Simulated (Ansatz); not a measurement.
Runs of Ansatz 0.2.0 on Hf. The structure is cubic, space group Fm-3m (No. 225). Conventional cell: a = 4.440 Å, b = 4.440 Å, c = 4.440 Å, α = 90.00°, β = 90.00°, γ = 90.00°. Hf (site symmetry m-3m) is surrounded by 12 Hf at 3.14 Å. This isn't the form of Hf at room conditions, which is hcp.

```csv
task,level,potentials or basis,spin,cell,k mesh,cutoff (eV),smearing,points for each segment of the path,other keys,mesh quality,gap on the mesh (eV),pressure (GPa)
single point,PBE0,Ansatz PAW,off,volume scaled by 0.88,7 × 7 × 7,420,fermi-dirac 0.01 eV,-,-,coarse,none,23.4
projected density of states,PBE+D4,Ansatz PAW,"SOC, no magnetisation",as given,10 × 10 × 10,420,tetrahedron uncorrected,-,basis.xc_grid = 2; scf.occupations.width = left out; …,not flagged,none,2.1
band structure,RPBE,Ansatz PAW earlier set,off,as given,10 × 10 × 10,620,fermi-dirac 0.1 eV,14,-,not flagged,none,6.4
single point,revPBE+D3(BJ),PseudoDojo standard (PBE files),"non-collinear, ferromagnetic start, SOC",as given,10 × 10 × 10,789,methfessel-paxton 0.01 eV,-,-,not flagged,none,(a)
```

**Question.** Estimate the missing entries.

**Answer.** (a) -0.8.

Caveats: some runs use coarse meshes; the PAW data sets come from PBE, with cores solved anew for the run's functional, which leaves a small shift of forces and pressure (some runs); the thresholds are loose for stress (some runs); pairwise dispersion overbinds metals, which lowers pressure and volume (some runs); spin-orbit coupling is left out, which moves the levels of the heavy elements (some runs); the potentials were made for another functional, which shifts forces and pressure (some runs); the starting moments weren't kept (some runs).

A k mesh can miss the band edges, and rows without SOC leave out spin-orbit coupling on Hf.

A gap of «none» marks a metal or a gap under the smearing width.

The runs don't all hold the same shells in valence.
